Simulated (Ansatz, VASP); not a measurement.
# SiC (Moissanite 3C) in two plane-wave programs

Wanted: the spread between two codes on one cell, functional and k mesh.

Main program and level: Ansatz 0.2.0; plane waves, with VASP 6.6.1 beside it; band structure at LDA.

## Step 1: The structure

The structure is cubic, space group F-43m (No. 216). Conventional cell: a = 4.358 Å, b = 4.358 Å, c = 4.358 Å, α = 90.00°, β = 90.00°, γ = 90.00°. Si has 4 C at 1.89 Å nearest. Nearest to C lie 4 Si at 1.89 Å. Farther neighbours are not listed.

As a file:

```xyz
2
Lattice="0.0000 2.1790 2.1790 2.1790 0.0000 2.1790 2.1790 2.1790 0.0000" Properties=species:S:1:pos:R:3 pbc="T T T"
Si    0.0000    0.0000    0.0000
C     3.2685    3.2685    3.2685
```

## Step 2: VASP: band structure, LDA

The same path points are solved in both programs, so levels can be compared one by one.

Lines of VASP's logs that name or quote its potential files are left out, and so is its time.

Input file INCAR:

```
SYSTEM = SiC
PREC = Accurate
ENCUT = 440
EDIFF = 1E-08
NELM = 100
ISMEAR = 0
SIGMA = 0.01
LREAL = .FALSE.
ALGO = Normal
GGA = CA
NBANDS = 10
LORBIT = 11
LWAVE = .TRUE.
LCHARG = .FALSE.
KPAR = 8
```

Input file POSCAR:

```
SiC
1.0
    0.0000000000      2.1790000000      2.1790000000
    2.1790000000      0.0000000000      2.1790000000
    2.1790000000      2.1790000000      0.0000000000
Si C
1 1
Direct
    0.0000000000      0.0000000000      0.0000000000
    0.7500000000      0.7500000000      0.7500000000
```

Input file KPOINTS:

```
Automatic mesh
0
Gamma
10 10 10
0 0 0
```

Input file KPOINTS_OPT:

```
Line mode
12
Line-mode
Reciprocal
  0.00000000   0.00000000   0.00000000 GAMMA
  0.50000000   0.00000000   0.50000000 X

  0.50000000   0.00000000   0.50000000 X
  0.50000000   0.25000000   0.75000000 W

  0.50000000   0.25000000   0.75000000 W
  0.37500000   0.37500000   0.75000000 K

  0.37500000   0.37500000   0.75000000 K
  0.00000000   0.00000000   0.00000000 GAMMA

  0.00000000   0.00000000   0.00000000 GAMMA
  0.50000000   0.50000000   0.50000000 L

  0.50000000   0.50000000   0.50000000 L
  0.62500000   0.25000000   0.62500000 U

  0.62500000   0.25000000   0.62500000 U
  0.50000000   0.25000000   0.75000000 W

  0.50000000   0.25000000   0.75000000 W
  0.50000000   0.50000000   0.50000000 L

  0.50000000   0.50000000   0.50000000 L
  0.37500000   0.37500000   0.75000000 K

  0.62500000   0.25000000   0.62500000 U
  0.50000000   0.00000000   0.50000000 X
```

PAW data sets: Si_GW and C_GW (LDA family, release 64).

Run with:

```sh
$ mpirun -np 8 vasp_std
```

Numbers of over 12 decimals in the logs are rounded to 6 here.

The program printed:

```text
[banner, memory and clock lines left out]
running    8 mpi-ranks, on    1 nodes
 distrk:  each k-point on    1 cores,    8 groups
 distr:  one band on    1 cores,    1 groups

 POSCAR found type information on POSCAR SiC
 POSCAR found :  2 types and       2 ions
|                                                                             |
|           W    W    AA    RRRRR   N    N  II  N    N   GGGG   !!!           |
|           W    W   A  A   R    R  NN   N  II  NN   N  G    G  !!!           |
|           W    W  A    A  R    R  N N  N  II  N N  N  G       !!!           |
|           W WW W  AAAAAA  RRRRR   N  N N  II  N  N N  G  GGG   !            |
|           WW  WW  A    A  R   R   N   NN  II  N   NN  G    G                |
|           W    W  A    A  R    R  N    N  II  N    N   GGGG   !!!           |
|                                                                             |
|     For optimal performance we recommend to set                             |
|       NCORE = 2 up to number-of-cores-per-socket                            |
|     NCORE specifies how many cores store one orbital (NPAR=cpu/NCORE).      |
|     This setting can greatly improve the performance of VASP for DFT.       |
|     The default, NCORE=1 might be grossly inefficient on modern             |
|     multi-core architectures or massively parallel machines. Do your        |
|     Unfortunately you need to use the default for GW and RPA                |
|     calculations (for HF NCORE is supported but not extensively tested      |
|     yet).                                                                   |
|                                                                             |

 LDA part: xc-table for (Slater(with rela. corr.)+CA(PZ))
 , standard interpolation
 POSCAR, INCAR and KPOINTS ok, starting setup
 FFT: planning ... GRIDC
 FFT: planning ... GRID_SOFT
 FFT: planning ... GRID
 WAVECAR not read
 entering main loop
       N       E                     dE             d eps       ncg     rms          rms(c)
DAV:   1     0.242037241112E+01    0.24204E+01   -0.43820E+03  1106   0.767E+02
DAV:   2    -0.181691556942E+02   -0.20590E+02   -0.19262E+02  1316   0.134E+02
DAV:   3    -0.186893837134E+02   -0.52023E+00   -0.51881E+00  1216   0.175E+01
DAV:   4    -0.186971942919E+02   -0.78106E-02   -0.78066E-02  1224   0.248E+00
DAV:   5    -0.186973832620E+02   -0.18897E-03   -0.18896E-03  1236   0.324E-01    0.717E+00
DAV:   6    -0.167417613772E+02    0.19556E+01   -0.75973E+00  1354   0.169E+01    0.208E+00
DAV:   7    -0.166613598293E+02    0.80402E-01   -0.28490E-01  1176   0.337E+00    0.113E+00
DAV:   8    -0.166384827608E+02    0.22877E-01   -0.31424E-02  1288   0.152E+00    0.918E-02
DAV:   9    -0.166383077310E+02    0.17503E-03   -0.15010E-03  1248   0.269E-01    0.391E-02
DAV:  10    -0.166383161219E+02   -0.83909E-05   -0.11626E-04  1346   0.757E-02    0.828E-03
DAV:  11    -0.166383155128E+02    0.60912E-06   -0.57026E-06  1254   0.188E-02    0.188E-03
DAV:  12    -0.166383154367E+02    0.76043E-07   -0.46821E-07  1290   0.446E-03    0.275E-04
DAV:  13    -0.166383154425E+02   -0.57893E-08   -0.51739E-09   766   0.875E-04
   1 F= -.16638315E+02 E0= -.16638315E+02  d E =-.338550E-56
 Start KPOINTS_OPT (optional k-point list driver)
k-point batch [1-47\120]
       N       E                     dE             ncg
DAV:   1     0.155934927857E+04   -0.11191E+05     1090
DAV:   2     0.720487976908E+03   -0.83886E+03     1400
DAV:   3     0.701998577995E+03   -0.18489E+02     1180
DAV:   4     0.701659730873E+03   -0.33885E+00     1268
DAV:   5     0.701647569347E+03   -0.12162E-01     1270
DAV:   6     0.701647136794E+03   -0.43255E-03     1390
DAV:   7     0.701647132970E+03   -0.38240E-05     1262
DAV:   8     0.701647132926E+03   -0.43906E-07     1202
DAV:   9     0.701647132925E+03   -0.11286E-08      884
[...]
k-point batch [95-120\120]
       N       E                     dE             ncg
DAV:   1     0.802100573098E+04   -0.80627E+04      676
DAV:   2     0.760821296736E+04   -0.41279E+03      742
DAV:   3     0.760049034042E+04   -0.77226E+01      674
DAV:   4     0.760034545462E+04   -0.14489E+00      732
DAV:   5     0.760034335243E+04   -0.21022E-02      720
DAV:   6     0.760034330953E+04   -0.42895E-04      782
DAV:   7     0.760034330913E+04   -0.40800E-06      690
DAV:   8     0.760034330912E+04   -0.67248E-08      722
 writing wavefunctions
```

OUTCAR, selected parts (step 2):

```text
ion  position               nearest neighbor table
   1  0.000  0.000  0.000-   2 1.89   2 1.89   2 1.89   2 1.89
   2  0.750  0.750  0.750-   1 1.89   1 1.89   1 1.89   1 1.89

  LATTYP: Found a face centered cubic cell.
 ALAT       =     4.3580000000

 Subroutine GETGRP returns: Found 24 space group operations
 (whereof 24 operations were pure point group operations)

The static configuration has the point symmetry T_d .

 Found     47 irreducible k-points:

   k-points           NKPTS =     47   k-points in BZ     NKDIM =     47   number of bands    NBANDS=     10

   dimension x,y,z NGX =    24 NGY =   24 NGZ =   24
   dimension x,y,z NGXF=    48 NGYF=   48 NGZF=   48

   ENCUT  =  440.0 eV  32.34 Ry    5.69 a.u.   5.27  5.27  5.27*2*pi/ulx,y,z

   NELECT =       8.0000    total number of electrons

 k-points in reciprocal lattice and weights: Automatic mesh
   0.00000000  0.00000000  0.00000000       0.001
   0.10000000  0.00000000  0.00000000       0.008
   0.20000000  0.00000000  0.00000000       0.008
   0.30000000  0.00000000  0.00000000       0.008
   0.40000000  0.00000000  0.00000000       0.008
   0.50000000  0.00000000  0.00000000       0.004
   0.10000000  0.10000000  0.00000000       0.006
   0.20000000  0.10000000  0.00000000       0.024
   0.30000000  0.10000000  0.00000000       0.024
[...]
-0.30000000  0.40000000  0.20000000       0.024
  -0.30000000  0.50000000  0.20000000       0.012

 average (electrostatic) potential at core
       1 -65.7576       2 -49.3821

 E-fermi :   7.8511

 k-point     1 :       0.0000    0.0000    0.0000
  band No.  band energies     occupation
      1      -7.5828      2.00000
      2       7.7420      2.00000
      3       7.7420      2.00000
      4       7.7420      2.00000
      5      14.0265      0.00000
      6      14.9293      0.00000
      7      14.9293      0.00000
      8      14.9293      0.00000
      9      22.1915      0.00000
    ...

 k-point     2 :       0.1000    0.0000    0.0000
  band No.  band energies     occupation
      1      -7.3869      2.00000
      2       6.7400      2.00000
      3       7.6056      2.00000
      4       7.6056      2.00000
      5      14.2349      0.00000
      6      15.1716      0.00000
      7      15.1716      0.00000
      8      15.2312      0.00000
      9      21.2336      0.00000
    ...

 k-point     3 :       0.2000    0.0000    0.0000
  band No.  band energies     occupation
      1      -6.8071      2.00000
      2       4.6276      2.00000
      3       7.2965      2.00000
      4       7.2965      2.00000
      5      13.8965      0.00000
      6      15.5320      0.00000
      7      15.5320      0.00000
      8      16.4363      0.00000
      9      20.5616      0.00000
    ...

  Total       -0.6844517     -0.6844517     -0.6844517     -0.0000000      0.0000000      0.0000000
  in kB      -52.9970529    -52.9970529    -52.9970529     -0.0000000      0.0000000      0.0000000
  external PRESSURE =     -52.9970529 kB  Pullay stress =       0.0000000 kB

  energy-cutoff  :      440.00
  volume of cell :       20.69
      direct lattice vectors                 reciprocal lattice vectors
     0.000000000  2.179000000  2.179000000    -0.229463056  0.229463056  0.229463056
     2.179000000  0.000000000  2.179000000     0.229463056 -0.229463056  0.229463056
     2.179000000  2.179000000  0.000000000     0.229463056  0.229463056 -0.229463056

 POSITION                                       TOTAL-FORCE (eV/Angst)
 -----------------------------------------------------------------------------------
      0.00000      0.00000      0.00000        -0.000000     -0.000000     -0.000000
      3.26850      3.26850      3.26850         0.000000      0.000000      0.000000
 -----------------------------------------------------------------------------------
    total drift:                                0.000000      0.000000     -0.000000

  FREE ENERGIE OF THE ION-ELECTRON SYSTEM (eV)
  ---------------------------------------------------
  free  energy   TOTEN  =       -16.6383154425 eV

  energy  without entropy=      -16.6383154425  energy(sigma->0) =      -16.63831544

 total charge
# of ion       s       p       d       tot
------------------------------------------
    1        0.693   0.957   0.208   1.858
    2        0.804   1.681   0.000   2.485
--------------------------------------------------
tot          1.497   2.638   0.208   4.343

[... 3 further parts left out ...]
```

The run ends at a pressure of -5.30 GPa.

## Step 3: Ansatz: band structure, LDA

Ansatz runs on its default PAW (the set named soft_2) files.

The same cell, functional (in two slightly different forms), mesh and smearing now go to Ansatz, which takes its cutoff from its data sets.

Input file input.yaml:

```yaml
crystal:
  lattice:
    - [0.0, 2.179, 2.179]
    - [2.179, 0.0, 2.179]
    - [2.179, 2.179, 0.0]
  atoms:
    - { symbol: Si, position: [0.0, 0.0, 0.0] }
    - { symbol: C, position: [0.75, 0.75, 0.75] }
hamiltonian:
  xc: lda
  pseudopotentials: { kind: paw }
kpoints:
  mp_grid: { grid: [10, 10, 10] }
  band_path:
    path:
      - [0.0, 0.0, 0.0]
      - [0.18182, 0.0, 0.18182]
      - [0.36364, 0.0, 0.36364]
      - [0.5, 0.0, 0.5]
      - [0.5, 0.09091, 0.59091]
      - [0.5, 0.18182, 0.68182]
      - [0.5, 0.25, 0.75]
      - [0.45455, 0.29545, 0.75]
      - [0.40909, 0.34091, 0.75]
      - [0.375, 0.375, 0.75]
      - [0.20455, 0.20455, 0.40909]
      - [0.06818, 0.06818, 0.13636]
      - [0.04545, 0.04545, 0.04545]
      - [0.22727, 0.22727, 0.22727]
      - [0.40909, 0.40909, 0.40909]
      - [0.51136, 0.47727, 0.51136]
      - [0.55682, 0.38636, 0.55682]
      - [0.60227, 0.29545, 0.60227]
      - [0.61364, 0.25, 0.63636]
      - [0.56818, 0.25, 0.68182]
      - [0.51136, 0.25, 0.73864]
      - [0.5, 0.29545, 0.70455]
      - [0.5, 0.38636, 0.61364]
      - [0.5, 0.47727, 0.52273]
      - [0.47727, 0.47727, 0.54545]
      - [0.43182, 0.43182, 0.63636]
      - [0.38636, 0.38636, 0.72727]
      - [0.60227, 0.20455, 0.60227]
      - [0.55682, 0.11364, 0.55682]
      - [0.5, 0.0, 0.5]
    npoints: 1
scf:
  occupations: { method: gaussian, width: 0.01 }
  n_extra_bands: 7
output:
  forces: true
  stress: true
  eigenvalues: true
```

Run with:

```sh
$ ansatz run input.yaml --threads 2 --pin off --max-ram 4608MiB --backend cpu --events-out ev --progress --plain --runs-dir out
```

The program printed:

```text
scf.n_extra_bands = 7 over 4 filled bands (N_el = 8.0): the run solves 11 bands
Engine: ansatz 0.2.0, aarch64-unknown-linux-gnu
Pseudopotentials: kind: paw
Pseudopotential: Si, paw, valence charge 4, recommended cutoff 420 eV (normal), Si.paw.azcp
Pseudopotential: C, paw, valence charge 4, recommended cutoff 420 eV (normal), C.paw.azcp
Functional definition: SPW92
  exchange = slater_x
  correlation = pw_c
Crystal: 2 atoms, lattice volume = 20.692 Å³
Basis set: ecut = 420 eV, 411 PW (Γ)
Bands: 11, of which v1, the nominal top of the filled ones, is band 4 counted from 1 (3 counted from 0)
Symmetry: 24 space group operations
Space group: F-43m (ITA 216), of the structure as read, at distance tolerance 2.7e-5 Å
k-points: 47 of 1000 (time reversal used)
Non-local potential: Si, projectors of the file, l = 0: 2, l = 1: 2, l = 2: 2
Non-local potential: C, projectors of the file, l = 0: 2, l = 1: 2, l = 2: 1
PAW form: soft (Blöchl's): semilocal exchange-correlation on the pseudo side does not see the compensation charge
PAW frozen core: Si, regenerated for the run's functional, and the local potential with it (the file was generated under x = pbe(κ = 0.804, μ = 0.219515), c = pbe(β = 0.066725))
PAW frozen core: C, regenerated for the run's functional, and the local potential with it (the file was generated under x = pbe(κ = 0.804, μ = 0.219515), c = pbe(β = 0.066725))
PAW one-centre angular grid: Si, 110 points (default); XC on 64 Gauss nodes
PAW one-centre angular grid: C, 110 points (default); XC on 64 Gauss nodes
Initial density: superposition of atomic densities (neutral atoms: chi_scale 0, normalization atom), corrected by the library's trained network
Initial wavefunctions: pseudopotential atomic-orbital guess
Functional: x = slater, c = lda
SCF iter   1: F=—  HF=-852.198589 eV  |F-HF|=—  |Δ(HF+E_count)|=         —  Δρ=7.65e-3  dr2=1.26e-2  ethr=1.77e-3  ⟨swp⟩=6.2  Hψ=3782  notcnv=0
preconditioner: auto → none  [insulator: Δε(μ)=1.242 eV  Ē_g=17.366 eV  σ=0.010 eV  W_gap=1.00  n_scr=0 (ndim 8)  ℏωp=23.1 eV  f_vac=0.000  D(μ)=0.00/eV (n_scr^D=0)  ε∞_Penn≈2.8]
SCF iter   2: F=—  HF=-852.195213 eV  |F-HF|=—  |Δ(HF+E_count)|=   3.38e-3  Δρ=3.53e-3  dr2=1.27e-3  ethr=1.58e-4  ⟨swp⟩=2.0  Hψ=1129  notcnv=0  defer=93
SCF iter   3: F=—  HF=-852.194872 eV  |F-HF|=—  |Δ(HF+E_count)|=   3.41e-4  Δρ=1.47e-3  dr2=1.77e-4  ethr=1.59e-5  ⟨swp⟩=2.7  Hψ=808  notcnv=0  defer=93
SCF iter   4: F=—  HF=-852.194830 eV  |F-HF|=—  |Δ(HF+E_count)|=   4.28e-5  Δρ=2.42e-4  dr2=5.23e-6  ethr=2.21e-6  ⟨swp⟩=1.1  Hψ=427  notcnv=0  defer=93
SCF iter   5: F=—  HF=-852.194827 eV  |F-HF|=—  |Δ(HF+E_count)|=   2.21e-6  Δρ=1.32e-5  dr2=1.45e-8  ethr=6.54e-8  ⟨swp⟩=1.4  Hψ=484  notcnv=0  defer=93
SCF iter   6: F=-852.194827 eV  HF=-852.194827 eV  |F-HF|=5.41e-11  |Δ(HF+E_count)|=   8.80e-9  Δρ=1.22e-6  dr2=1.09e-10  ethr=1.82e-10  ⟨swp⟩=5.5  Hψ=2196  notcnv=0
SCF 1 converged in 6 iterations: F = -852.194827 eV  dr2 = 1.09e-10
  greatest PAW one-centre occupation: 0.637 electrons in one spin orbital (limit 2), on the C atom at site 1 (counted from 0), in its partial waves of l = 0
NSCF: frozen V_eff on 30 k-points
SCF converged after 6 iterations
Free energy (F): -852.194827 eV
Harris-Foulkes:  -852.194827 eV  (|F-HF|=5.41e-11)
Internal energy: -852.194827 eV  (E = F + TS)
E sigma→0 (E₀):  -852.194827 eV
Fermi energy:    9.902580 eV
--- Per-component energies (eV) ---
  E_band       = 27.043680
  E_kinetic    = 135.699873
  E_local      = -106.257645  (includes V_loc(G=0)·N_el)
  E_nonlocal   = 53.909596
  E_hartree    = 31.770538
  E_xc         = -104.702944
  E_vxc        = -109.364301  (∫ρ·V_xc dr)
  E_paw        = -577.977640  (= ΣΔE_a)
  E_vpaw       = -10.484902  (= ΣTr[D̂ρ^β])
  E_aug_tail   = 0.000012  (compensation charges beyond the density's cutoff)
  E_ewald      = -284.783780
  E_core_change = 0.147163  (= ΣΔE_core)
  E_smearing   = -0.000000  (= −TS)
  E_closure    = -0.000000  (closes the sum)
  Σ components = -852.194827   (vs F -852.194827, Δ=0.00e0)
--- Forces (eV/Å), atoms counted from 1 ---
  atom   1  Si    -0.00000000     0.00000000    -0.00000000
  atom   2  C      0.00000000    -0.00000000    -0.00000000
  max |Σ_I F_I| component: 2.31e-17 eV/Å
--- Stress (GPa, compression-positive) ---
       -4.424008       0.000000      -0.000000
        0.000000      -4.424008       0.000000
       -0.000000       0.000000      -4.424008
  P = ⅓ Tr σ = -4.4240 GPa (-44.240 kbar)
--- Band table (eV; the first three rows and the last of 47) ---
  k-point 0: bands = [-6.0747, 9.2440, 9.2440, 9.2440, 15.5111, 16.4432, 16.4432, 16.4432, ... 3 higher]
  k-point 1: bands = [-5.8787, 8.2459, 9.1096, 9.1096, 15.7288, 16.6851, 16.6851, 16.7355, ... 3 higher]
  k-point 2: bands = [-5.2987, 6.1356, 8.8015, 8.8015, 15.3977, 17.0450, 17.0450, 17.9332, ... 3 higher]
  k-point 46: bands = [-0.7549, 2.0945, 4.4221, 4.6509, 13.8663, 17.1709, 19.1833, 20.2908, ... 3 higher]
```

The job ended after 1.2 s (2 threads of Arm Neoverse V2, shared host; peak memory 0.26 GiB).

In the SCF lines HF is the Harris–Foulkes energy and dr2 the Hartree energy of the density residual, in eV; the loop may stop once dr2 is under the threshold and the program's other checks hold. Hψ counts applications of the Hamiltonian.

## Step 4: Differences

Known differences besides the potentials themselves: the two LDA forms differ slightly; the cutoff is 420 eV in Ansatz and 440 eV in VASP; VASP's log shows a relativistic correction to its local exchange, Ansatz's none. Total energies have different zeros and are not compared.

Compared:

```
                     quantity  Ansatz   VASP  difference
gap over the path points (eV)   1.317  1.303      +0.014
```

Levels at points of the path, from each program's valence-band top (eV; 3 filled, then empty):

```
k (reciprocal lattice)                             Ansatz                               VASP
     0.000 0.000 0.000      0.00 0.00 0.00 6.27 7.20 7.20      0.00 0.00 0.00 6.28 7.19 7.19
     0.182 0.000 0.182   -2.02 -1.27 -1.27 5.19 7.20 9.19   -2.03 -1.27 -1.27 5.18 7.20 9.18
     0.364 0.000 0.364  -5.66 -2.80 -2.80 2.17 4.79 12.50  -5.66 -2.81 -2.81 2.16 4.78 12.49
     0.500 0.000 0.500  -7.82 -3.19 -3.19 1.32 4.19 13.82  -7.82 -3.20 -3.20 1.30 4.18 13.82
     0.500 0.091 0.591  -7.65 -3.74 -3.72 2.31 5.14 12.65  -7.65 -3.75 -3.73 2.29 5.13 12.65
     0.500 0.182 0.682  -7.23 -4.67 -4.50 4.26 7.39 10.35  -7.23 -4.68 -4.51 4.26 7.39 10.34
     0.500 0.250 0.750   -7.04 -5.02 -4.71 5.14 9.33 9.36   -7.04 -5.03 -4.72 5.13 9.33 9.36
     0.455 0.295 0.750   -7.12 -5.29 -4.00 4.58 8.19 9.98   -7.12 -5.30 -4.00 4.57 8.19 9.97
     0.409 0.341 0.750  -7.25 -5.52 -2.95 3.44 7.73 11.05  -7.25 -5.53 -2.96 3.43 7.72 11.05
     0.375 0.375 0.750  -7.29 -5.57 -2.60 3.04 7.65 11.70  -7.29 -5.58 -2.61 3.03 7.64 11.70
```

Among the levels compared at these points, filled levels agree within 12 meV and empty ones within 17 meV. Not compared: the pressure (VASP's GW data sets at this cutoff don't carry it).

## Step 5: Results

- difference in gap over the path points (band structure, LDA): 0.014 eV

In words: The difference in gap over the path points is 0.014 eV (band structure, LDA), within the 0.08 eV picked in this series as the mark of a large difference. How closely two codes agree says nothing of how well the functional describes the real material.

[Lines on the potential files, build, host, timing and source positions are cut from VASP's logs without a mark.]

[Logs are printed without paths, hosts, clocks, repeated set-up lines and the standing remarks that a program may print on its own settings, such as how far it seeks lower states.]

[Hosts, paths, dates, database ids (printed as entryN), source tags and the programs' standing remarks are cut or masked in the printed files.]
